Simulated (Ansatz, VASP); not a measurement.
# SnSe in VASP and in Ansatz

Contents of INCAR:

```
SYSTEM = SnSe
PREC = Accurate
ENCUT = 520
EDIFF = 1E-7
ISMEAR = -1
SIGMA = 0.05
LREAL = .FALSE.
LASPH = .TRUE.
NELM = 100
ALGO = Normal
ISIF = 2
LWAVE = .FALSE.
LCHARG = .FALSE.
GGA = PE
NBANDS = 17
```

File KPOINTS:

```
regular mesh
0
G
  9 9 9
  0 0 0
```

The input POSCAR:

```
SnSe
1.0
    0.0000000000      3.0104337128      3.0104337128
    3.0104337128      0.0000000000      3.0104337128
    3.0104337128      3.0104337128      0.0000000000
Sn Se
1 1
Direct
   -0.0450000000     -0.0450000000      0.0450000000
    0.5450000000      0.5450000000      0.4550000000
```

Input for Ansatz:

```yaml
crystal:
  lattice:
    - [0.0, 3.0104337128, 3.0104337128]
    - [3.0104337128, 0.0, 3.0104337128]
    - [3.0104337128, 3.0104337128, 0.0]
  atoms:
    - { symbol: Sn, position: [-0.045, -0.045, 0.045] }
    - { symbol: Se, position: [0.545, 0.545, 0.455] }
kpoints:
  mp_grid: { grid: [9, 9, 9] }
scf:
  occupations: { method: fermi_dirac, width: 0.05 }
hamiltonian:
  xc: pbe
  pseudopotentials: { kind: all_electron, lapw: { basis_error: 0.001 } }
output:
  forces: true
  stress: true
  eigenvalues: true
  populations: true
```

Change from the starting cell: shortest bond scaled by 0.82, LAPW.

Alike in both runs: task single point; functional PBE; k mesh 9 × 9 × 9; occupations fermi-dirac, width 0.05 eV; no spin polarisation.

```csv
,VASP,Ansatz
version,VASP 6.6.1,Ansatz 0.2.0
potentials or method,"VASP PAW PBE potentials, release 64 (Sn_d, Se)","all-electron LAPW, scalar-relativistic"
plane-wave cutoff (eV),520,see its input
```

Ansatz gave:

| Quantity | Value |
| --- | --- |
| pressure (GPa) | 6.4 |
| largest component of the traceless stress (GPa) | 8.52 |
| rms of the force components (eV/Å) | 1.168 |

What did VASP give for the same quantities?

Pressure (GPa): 6.5; largest component of the traceless stress (GPa): 8.60; rms of the force components (eV/Å): 1.179.

Atom by atom the forces differ by 0.011 eV/Å (rms over components). Ansatz ran all-electron here, so the differences hold the error of VASP's frozen core and of both bases.

Caveats: spin-orbit coupling is left out, which moves the levels of the heavy elements; an odd mesh through Γ misses points on the zone boundary, where band edges often lie; forces of over 1 eV/Å show positions far from the minimum, so gaps and moduli don't describe the material at rest.
